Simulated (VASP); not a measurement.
# Mg11Sb8 (a cell with a defect) in VASP: further runs

The runs below take Mg11Sb8 (a cell with a defect) through single point, with PBE.

Everything below comes from runs of VASP 6.6.1. Logs are shortened: lines on timing, memory, paths and dates and some standing lists are left out, and cuts for length are marked.

**1. The structure**

The cell holds a defect, 19 atoms: a = 9.234 Å, b = 9.234 Å, c = 7.299 Å, α = 90.00°, β = 90.00°, γ = 120.00°.

**2. Single point, PBE**

Input file INCAR:

```
PREC     = Accurate       # precision mode
ENCUT    = 520            # plane-wave cutoff, eV
EDIFF    = 1E-6           # SCF threshold, eV
ISMEAR   = -1             # smearing method
SIGMA    = 0.1            # smearing width, eV
LREAL    = Auto         
LASPH    = True           # aspherical terms in the spheres
NELM     = 100            # most SCF steps
ALGO     = Fast           # electronic algorithm
ISIF     = 2              # what is computed and relaxed
LWAVE    = False          # write WAVECAR
LCHARG   = False          # write CHGCAR
GGA      = PE             # functional
NBANDS   = 46             # bands
```

Input file KPOINTS:

```
regular mesh
0
Gamma
  2 2 2
```

Input file POSCAR:

```
Mg11Sb8
1.0
    9.2336403800      0.0000013800      0.0000000000
   -4.6168200000      7.9965672500      0.0000000000
    0.0000000000      0.0000000000      7.2990480000
Mg Sb
11 8
Direct
    0.1642956765      0.3368990329      0.6381185601
    0.3334772708      0.1675567150      0.3647526362
    0.0014574575      0.0015159002     -0.0017666687
    0.1643650469      0.8290108200      0.6381202042
    0.3496105368      0.6755725737      0.3774016831
    0.0003124110      0.5009271947     -0.0284683701
    0.6720109513      0.3368014035      0.6381195191
    0.8255126346      0.1515551390      0.3774186716
    0.4996429351      0.0015205663     -0.0016011677
    0.8256327642      0.6754762002      0.3774408663
    0.4996269335      0.4996266755     -0.0016899464
    0.1646914034      0.3363921904      0.2315454015
    0.3334751367      0.1675418336      0.7742711104
    0.1648028691      0.8299455960      0.2315354002
    0.3435958983      0.6725735378      0.7769769427
    0.6710643588      0.3362961868      0.2315436205
    0.8286310338      0.1577555490      0.7769929722
    0.6669930592      0.8341845783      0.2005632789
    0.8287068746      0.6724702848      0.7770150299
```

Potentials or basis: VASP PAW PBE potentials, release 64 (Mg, Sb).

Started as:

```sh
$ cat potpaw_PBE.64/Mg/POTCAR potpaw_PBE.64/Sb/POTCAR > POTCAR
$ mpirun -np 1 vasp_std > vasp.out
```

OUTCAR:

```text
PREC = Accurate
   ENCUT = 520
   EDIFF = 1E-6
   ISMEAR = -1
   LREAL = Auto
   LASPH = True
   NELM = 100
   ISIF = 2
   GGA = PE

 ion  position               nearest neighbor table
   1  0.164  0.337  0.638-  17 2.87  15 2.87  13 2.88  12 2.97   5 3.31   8 3.31   2 3.36   6 3.58

   2  0.333  0.168  0.365-  16 2.87  14 2.87  12 2.87  13 2.99   1 3.36   7 3.36   4 3.36
   3  0.001  0.002  0.998-  18 3.06  19 3.09  17 3.09  13 3.12  12 3.17  14 3.17
   4  0.164  0.829  0.638-  19 2.87  15 2.87  13 2.88  14 2.97   5 3.31  10 3.31   2 3.36   6 3.58

   5  0.350  0.676  0.377-  18 2.85  15 2.92  14 2.92  12 2.92   1 3.31   4 3.31
   6  0.000  0.501  0.972-  19 3.09  17 3.09  15 3.09  12 3.24  14 3.24  16 3.25   1 3.58   4 3.58
                             7 3.58
   7  0.672  0.337  0.638-  17 2.87  19 2.87  13 2.88  16 2.97  10 3.31   8 3.31   2 3.36   6 3.58

   8  0.826  0.152  0.377-  18 2.85  17 2.92  12 2.92  16 2.92   7 3.31   1 3.31
   9  0.500  0.002  0.998-  18 3.06  15 3.09  17 3.09  13 3.12  16 3.17  14 3.17
  10  0.826  0.675  0.377-  18 2.85  19 2.92  14 2.92  16 2.92   7 3.31   4 3.31
  11  0.500  0.500  0.998-  18 3.06  15 3.09  19 3.09  13 3.12  16 3.17  12 3.17
  12  0.165  0.336  0.232-   2 2.87   8 2.92   5 2.92   1 2.97   3 3.17  11 3.17   6 3.24
  13  0.333  0.168  0.774-   4 2.88   7 2.88   1 2.88   2 2.99   3 3.12  11 3.12   9 3.12
  14  0.165  0.830  0.232-   2 2.87  10 2.92   5 2.92   4 2.97   9 3.17   3 3.17   6 3.24
  15  0.344  0.673  0.777-   4 2.87   1 2.87   5 2.92  11 3.09   9 3.09   6 3.09
  16  0.671  0.336  0.232-   2 2.87  10 2.92   8 2.92   7 2.97   9 3.17  11 3.17   6 3.25
  17  0.829  0.158  0.777-   7 2.87   1 2.87   8 2.92   3 3.09   9 3.09   6 3.09
  18  0.667  0.834  0.201-  10 2.85   8 2.85   5 2.85   3 3.06  11 3.06   9 3.06
  19  0.829  0.672  0.777-   4 2.87   7 2.87  10 2.92   3 3.09  11 3.09   6 3.09

  LATTYP: Found a hexagonal cell.
 ALAT       =     9.2336403800
 C/A-ratio  =     0.7904843268

  Lattice vectors:

 A1 = (   9.2336403800,   0.0000013800,   0.0000000000)
 A2 = (  -4.6168200000,   7.9965672500,   0.0000000000)
 A3 = (   0.0000000000,   0.0000000000,   7.2990480000)

Analysis of symmetry for initial positions (statically):
=====================================================================
 Subroutine PRICEL returns:
 Original cell was already a primitive cell.

 Routine SETGRP: Setting up the symmetry group for a
 hexagonal supercell.

 Subroutine GETGRP returns: Found  1 space group operations
 (whereof  1 operations were pure point group operations)
 out of a pool of 24 trial point group operations.

The static configuration has the point symmetry C_1 .

Analysis of symmetry for dynamics (positions and initial velocities):
=====================================================================
 Subroutine PRICEL returns:
 Original cell was already a primitive cell.

 Routine SETGRP: Setting up the symmetry group for a
 hexagonal supercell.

 Subroutine GETGRP returns: Found  1 space group operations
 (whereof  1 operations were pure point group operations)
 out of a pool of 24 trial point group operations.

The dynamic configuration has the point symmetry C_1 .

 Subroutine INISYM returns: Found  1 space group operations
 (whereof  1 operations are pure point group operations),
 and found     1 'primitive' translations

----------------------------------------------------------------------------------------

                                     Primitive cell

  volume of cell :     538.9430

  direct lattice vectors                    reciprocal lattice vectors
     9.233640380  0.000001380  0.000000000     0.108299638  0.062526822  0.000000000
    -4.616820000  7.996567250  0.000000000    -0.000000019  0.125053649  0.000000000
     0.000000000  0.000000000  7.299048000     0.000000000  0.000000000  0.137004168

  length of vectors
     9.233640380  9.233640382  7.299048000     0.125053649  0.125053649  0.137004168

  position of ions in fractional coordinates (direct lattice)
     0.164295676  0.336899033  0.638118560
     0.333477271  0.167556715  0.364752636
     0.001457458  0.001515900  0.998233331
     0.164365047  0.829010820  0.638120204
     0.349610537  0.675572574  0.377401683
     0.000312411  0.500927195  0.971531630
[... 11 lines left out ...]
     0.666993059  0.834184578  0.200563279
     0.828706875  0.672470285  0.777015030

  ion indices of the primitive-cell ions
   primitive index   ion index
                 1           1
                 2           2
                 3           3
                 4           4
                 5           5
                 6           6
[... 11 lines left out ...]
                18          18
                19          19

----------------------------------------------------------------------------------------

 KPOINTS: regular mesh

Automatic generation of k-mesh.
 Grid dimensions read from file:
 generate k-points for:    2    2    2

 Generating k-lattice:

  Cartesian coordinates                     Fractional coordinates (reciprocal lattice)
     0.054149819  0.031263411  0.000000000     0.500000000  0.000000000  0.000000000
    -0.000000009  0.062526824  0.000000000    -0.000000000  0.500000000  0.000000000
     0.000000000  0.000000000  0.068502084     0.000000000  0.000000000  0.500000000

  Length of vectors
     0.062526824  0.062526824  0.068502084

  Shift w.r.t. Gamma in fractional coordinates (k-lattice)
     0.000000000  0.000000000  0.000000000

 Subroutine IBZKPT returns following result:
 ===========================================

 Found      8 irreducible k-points:

 Following reciprocal coordinates:
            Coordinates               Weight
  0.000000  0.000000  0.000000      1.000000
  0.500000 -0.000000  0.000000      1.000000
  0.000000  0.500000  0.000000      1.000000
  0.500000  0.500000  0.000000      1.000000
  0.000000  0.000000  0.500000      1.000000
  0.500000 -0.000000  0.500000      1.000000
  0.000000  0.500000  0.500000      1.000000
  0.500000  0.500000  0.500000      1.000000
   k-points           NKPTS =      8   k-points in BZ     NKDIM =      8   number of bands    NBANDS=     46
   number of dos      NEDOS =    301   number of ions     NIONS =     19
   total plane-waves  NPLWV = 264600
   dimension x,y,z NGX =    70 NGY =   70 NGZ =   54
   dimension x,y,z NGXF=   140 NGYF=  140 NGZF=  108
   ions per type =              11   8
   NGX,Y,Z   is equivalent  to a cutoff of  12.60, 12.60, 12.30 a.u.
   NGXF,Y,Z  is equivalent  to a cutoff of  25.21, 25.21, 24.60 a.u.
 SYSTEM =  unknown system
   PREC   = accura    normal or accurate (medium, high low for compatibility)
   ISTART =      0    job   : 0-new  1-cont  2-samecut
   ICHARG =      2    charge: 1-file 2-atom 10-const
   ISPIN  =      1    spin polarized calculation?
   LNONCOLLINEAR =      F non collinear calculations
   LSORBIT =      F    spin-orbit coupling
   LASPH  =      T    aspherical Exc in radial PAW
   ENCUT  =  520.0 eV  38.22 Ry    6.18 a.u.  17.17 17.17 13.57*2*pi/ulx,y,z
   NELM   =    100;   NELMIN=  2; NELMDL= -5     # of ELM steps
   EDIFF  = 0.1E-05   stopping-criterion for ELM
   LREAL  =      T    real-space projection
   EDIFFG = 0.1E-04   stopping-criterion for IOM
   NSW    =      0    number of steps for IOM
   IBRION =     -1    ionic relax: 0-MD 1-quasi-New 2-CG
   NFREE  =      0    steps in history (QN), initial steepest desc. (CG)
   ISIF   =      2    stress and relaxation
   ISYM   =      2    0-nonsym 1-usesym 2-fastsym
   POTIM  = 0.5000    time-step for ionic-motion
   TEBEG  =    0.0;   TEEND  =   0.0 temperature during run
   PSTRESS=    0.0 pullay stress
   NELECT =      62.0000    total number of electrons
   NUPDOWN=      -1.0000    fix difference up-down
   EMIN   =  10.00;   EMAX   =-10.00  energy-range for DOS
   EFERMI =   0.00;   METHOD = LEGACY
   ISMEAR =    -1;   SIGMA  =   0.10  broadening in eV -4-tet -1-fermi 0-gaus
   EFERMI_NEDOS =   21; number of points for ismear=-14 and -15
   IALGO  =     68    algorithm
   IMIX   =      4    mixing-type and parameters
     AMIX     =   0.40;   BMIX     =  1.00
     AMIX_MAG =   1.60;   BMIX_MAG =  1.00
  volume/ion in A,a.u.               =      28.37       191.42
  Fermi-wavevector in a.u.,A,eV,Ry     =   0.796204  1.504608  8.625292  0.633941
  Thomas-Fermi vector in A             =   1.902682
   LORBIT       =      0    0 simple, 1 ext, 2 COOP (PROOUT), +10 PAW based schemes
   GGA     = PE    functional components
   LHFCALC =     F    Hartree Fock is set to
   AEXX    =    0.0000 exact exchange contribution
   IVDW    =     0    specifies the selected vdW correction
   LEPSILON=     F    determine dielectric tensor
   LRPA    =     F    only Hartree local field effects (RPA)
 non-spin polarized calculation
 RMM-DIIS sequential band-by-band and
  energy-cutoff  :      520.00
  volume of cell :      538.94
 maximum number of plane-waves:     14552
 NGX is ok and might be reduce to    70
   NGX = 35   NGY = 35   NGZ = 27

 number of electron      61.9999999 magnetization

 Free energy of the ion-electron system (eV)
  ---------------------------------------------------
  ext. energy  EPLUGINS =         0.00000000
  ---------------------------------------------------
  free energy    TOTEN  =       -55.09652252 eV

  energy without entropy =      -54.81533610  energy(sigma->0) =      -54.95592931

 E-fermi :   3.5808     XC(G=0):  -8.5306

 val. band max:        3.5410580085   @ k =   0.0000   0.5000   0.0000
 cond. band min:       3.6541795427   @ k =   0.5000  -0.0000   0.0000
 fundamental gap:      0.1131215342
 Fermi energy:         3.5807523046

 k-point     1 :       0.0000    0.0000    0.0000
  band No.  band energies     occupation
      1      -6.1331      2.00000
      2      -5.1354      2.00000
      3      -5.1008      2.00000
      4      -5.1008      2.00000
      5      -4.9351      2.00000
      6      -4.7228      2.00000
[... 35 lines left out ...]
     42       6.3187      0.00000
     43       6.5328      0.00000

 k-point     2 :       0.5000   -0.0000    0.0000
  band No.  band energies     occupation
      1      -5.7776      2.00000
      2      -5.7171      2.00000
      3      -5.1618      2.00000
      4      -5.1504      2.00000
      5      -4.8017      2.00000
      6      -4.7283      2.00000
[... 35 lines left out ...]
     42       7.2395      0.00000
     43       7.2513      0.00000

 k-point     3 :       0.0000    0.5000    0.0000
  band No.  band energies     occupation
      1      -5.7777      2.00000
      2      -5.7171      2.00000
      3      -5.1617      2.00000
      4      -5.1503      2.00000
      5      -4.8016      2.00000
      6      -4.7284      2.00000
[... 182 lines left out ...]
      5      -4.9855      2.00000
      6      -4.9432      2.00000
[... 35 lines left out ...]
     42       7.0487      0.00000
     43       7.1050      0.00000

 k-point     8 :       0.5000    0.5000    0.5000
  band No.  band energies     occupation
      1      -5.4674      2.00000
      2      -5.4207      2.00000
      3      -5.2797      2.00000
      4      -5.1507      2.00000
      5      -4.9857      2.00000
      6      -4.9432      2.00000
[... 35 lines left out ...]
     42       7.0487      0.00000
     43       7.1055      0.00000
 [bands above 43 left out]

------------------------ aborting loop because EDIFF is reached ----------------------------------------

  FORCE on cell =-STRESS in cart. coord.  units (eV):
  Direction    XX          YY          ZZ          XY          YZ          ZX
  --------------------------------------------------------------------------------------
  -------------------------------------------------------------------------------------
  Total       -4.5529667     -4.5498846     -3.4974694     -0.0015822     -0.0081555      0.0000105
  in kB      -13.5351243    -13.5259617    -10.3973270     -0.0047035     -0.0242447      0.0000313
  external PRESSURE =     -12.4861377 kB  Pullay stress =       0.0000000 kB

 VOLUME and BASIS-vectors are now :
 -----------------------------------------------------------------------------
  energy-cutoff  :      520.00
  volume of cell :      538.94
      direct lattice vectors                 reciprocal lattice vectors
     9.233640380  0.000001380  0.000000000     0.108299638  0.062526822  0.000000000
    -4.616820000  7.996567250  0.000000000    -0.000000019  0.125053649  0.000000000
     0.000000000  0.000000000  7.299048000     0.000000000  0.000000000  0.137004168

 POSITION                                       TOTAL-FORCE (eV/Angst)
 -----------------------------------------------------------------------------------
     -0.03836      2.69404      4.65766        -0.000613     -0.000419     -0.004473
      2.30563      1.33988      2.66235        -0.000940     -0.000135      0.005020
      0.00646      0.01212      7.28615         0.001566      0.001721     -0.002947
     -2.30971      6.62924      4.65767        -0.000081      0.000469     -0.004124
      0.10918      5.40226      2.75467        -0.002842     -0.001508      0.003858
     -2.30981      4.00570      7.09126        -0.000122      0.001012     -0.000166
[... 11 lines left out ...]
      2.30749      6.67061      1.46392        -0.000922      0.004424     -0.003277
      4.54731      5.37745      5.67147        -0.005340      0.000703      0.011027
 -----------------------------------------------------------------------------------
    total drift:                                0.003658     -0.001929      0.009404

  FREE ENERGIE OF THE ION-ELECTRON SYSTEM (eV)
  ---------------------------------------------------
  free  energy   TOTEN  =       -55.0965225173 eV

  energy  without entropy=      -54.8153361018  energy(sigma->0) =      -54.95592931
```

Run time: 3.5 min. Hardware: 1 thread of Intel Xeon 6975P-C (Granite Rapids), shared host; peak memory 0.61 GiB.

What came out:

```yaml
Free_energy: -55.0965 eV
Pressure: -1.2 GPa
Largest_force: 0.019 eV/Å
Band_gap_on_the_k_mesh: none (metal or under the smearing width)
```

Forces in eV/Å, atoms in the order of the input:
```
Mg  -0.001  0.000 -0.004
Mg  -0.001  0.000  0.005
Mg   0.002  0.002 -0.003
Mg   0.000  0.000 -0.004
Mg  -0.003 -0.002  0.004
Mg   0.000  0.001  0.000
Mg   0.000 -0.001 -0.004
Mg   0.000  0.004  0.005
Mg  -0.002  0.002 -0.004
Mg   0.003 -0.001  0.004
Mg   0.000 -0.001 -0.003
Sb  -0.005  0.004 -0.014
Sb   0.000  0.004  0.016
Sb   0.001 -0.013 -0.013
Sb   0.006  0.001  0.012
Sb   0.008  0.004 -0.014
Sb   0.000 -0.008  0.011
Sb  -0.001  0.004 -0.003
Sb  -0.005  0.001  0.011
```

Levels at points of the mesh, in eV from the Fermi level:
```csv
k point,band 28,band 29,band 30,band 31,band 32,band 33,band 34,band 35
"(0.00, 0.00, 0.00)",-0.22,-0.22,0.13,0.13,0.48,0.81,0.81,1.03
"(0.50, 0.00, 0.00)",-1.00,-0.21,-0.13,-0.04,0.07,1.25,1.37,1.59
"(0.00, 0.50, 0.00)",-1.00,-0.21,-0.13,-0.04,0.07,1.25,1.37,1.59
"(0.50, 0.50, 0.00)",-1.00,-0.21,-0.13,-0.04,0.07,1.25,1.37,1.59
"(0.00, 0.00, 0.50)",-0.75,-0.28,-0.28,-0.08,-0.08,0.84,0.84,1.17
"(0.50, 0.00, 0.50)",-0.76,-0.70,-0.65,-0.31,-0.30,1.46,1.48,2.06
"(0.00, 0.50, 0.50)",-0.76,-0.70,-0.65,-0.31,-0.30,1.46,1.48,2.06
"(0.50, 0.50, 0.50)",-0.76,-0.70,-0.65,-0.31,-0.30,1.46,1.48,2.06
```

Caveat: the k mesh is coarse (spacing up to 0.43 Å⁻¹), so the values aren't converged. Spin-orbit coupling is left out, which matters for the levels of Sb.

**3. Single point, PBE**

Input file INCAR:

```
SYSTEM = Mg11Sb8
PREC = Accurate
ENCUT = 520
EDIFF = 1E-6
ISMEAR = -1
SIGMA = 0.1
LREAL = Auto
LASPH = .TRUE.
NELM = 100
ALGO = Fast
ISIF = 2
LWAVE = .FALSE.
LCHARG = .FALSE.
GGA = PE
NBANDS = 46
```

Input file KPOINTS:

```
Automatic mesh
0
G
  2 2 2
  0 0 0
```

Input file POSCAR:

```
Mg11Sb8
1.0
    9.2336403800      0.0000013800      0.0000000000
   -4.6168200000      7.9965672500      0.0000000000
    0.0000000000      0.0000000000      7.2990480000
Mg Sb
11 8
Direct
    0.1651581484      0.3517579086      0.6369796445
    0.3022161028      0.1518876219      0.3597337625
   -0.0535214800     -0.0259841404     -0.0729280038
    0.1652277498      0.8149710455      0.6369886867
    0.3766367303      0.6890676096      0.3841128322
    0.0132230788      0.5073600778     -0.0244094846
    0.6301062606      0.3158489201      0.6265876043
    0.8316703317      0.1700899661      0.3690008615
    0.4966996981      0.0013107267      0.0039764090
    0.8317463432      0.6631407811      0.3689979844
    0.4966676925      0.4968813730      0.0039690108
    0.1721245009      0.3564509212      0.2326004706
    0.2984134423      0.1499905585      0.7761049112
    0.1721965602      0.8172441447      0.2326019777
    0.3683189776      0.6849043246      0.7806174175
    0.6441888713      0.3228764331      0.2263710281
    0.8252796550      0.1817485948      0.7681282545
    0.6921959023      0.8468435059      0.2082896290
    0.8253517410      0.6451022920      0.7681355158
```

Potentials or basis: VASP PAW PBE potentials, release 64 (Mg, Sb).

Started as:

```sh
$ cat potpaw_PBE.64/Mg/POTCAR potpaw_PBE.64/Sb/POTCAR > POTCAR
$ mpirun -np 1 vasp_std > vasp.out
```

It took 3.3 min on 1 thread of Intel Xeon 6975P-C (Granite Rapids), shared host; peak memory 0.62 GiB.

The run converged. Its results:

```
Free energy            : -55.0482 eV
Pressure               : -0.8 GPa
Largest force          : 0.072 eV/Å
Band gap on the k mesh : none (metal or under the smearing width)
```

Forces on the atoms (eV/Å):
```
Mg  -0.010  0.014 -0.015
Mg   0.000  0.001  0.002
Mg   0.062  0.036 -0.006
Mg   0.007 -0.015 -0.015
Mg  -0.015 -0.008  0.000
Mg   0.039  0.023  0.009
Mg   0.017  0.012 -0.003
Mg  -0.008  0.006 -0.005
Mg   0.023 -0.001  0.000
Mg   0.001 -0.010 -0.005
Mg   0.010  0.022 -0.001
Sb  -0.024  0.013 -0.022
Sb  -0.006 -0.004  0.011
Sb  -0.002 -0.032 -0.020
Sb  -0.004 -0.004  0.023
Sb  -0.012 -0.007  0.011
Sb  -0.024 -0.014  0.015
Sb  -0.029 -0.017  0.003
Sb  -0.024 -0.017  0.017
```

Stress tensor (GPa, compression positive):
```
-1.02 -0.14  0.14
-0.14 -0.85  0.08
 0.14  0.08 -0.63
```

Levels at points of the mesh, in eV from the Fermi level:
```tsv
k point	band 29	band 30	band 31	band 32	band 33	band 34
(0.00, 0.00, 0.00)	-0.15	0.09	0.18	0.46	0.97	1.03
(0.50, 0.00, 0.00)	-0.15	-0.13	-0.06	0.07	1.29	1.54
(0.00, 0.50, 0.00)	-0.22	-0.15	-0.05	0.08	1.32	1.48
(0.50, 0.50, 0.00)	-0.22	-0.15	-0.05	0.08	1.32	1.48
(0.00, 0.00, 0.50)	-0.32	-0.17	-0.13	-0.06	0.92	1.10
(0.50, 0.00, 0.50)	-0.61	-0.51	-0.40	-0.29	1.51	1.61
(0.00, 0.50, 0.50)	-0.69	-0.52	-0.34	-0.23	1.54	1.61
(0.50, 0.50, 0.50)	-0.69	-0.52	-0.34	-0.23	1.54	1.61
```

Caveat: the k mesh is coarse (spacing up to 0.43 Å⁻¹), so the values aren't converged.

(Part 1 of 2 ends here.)
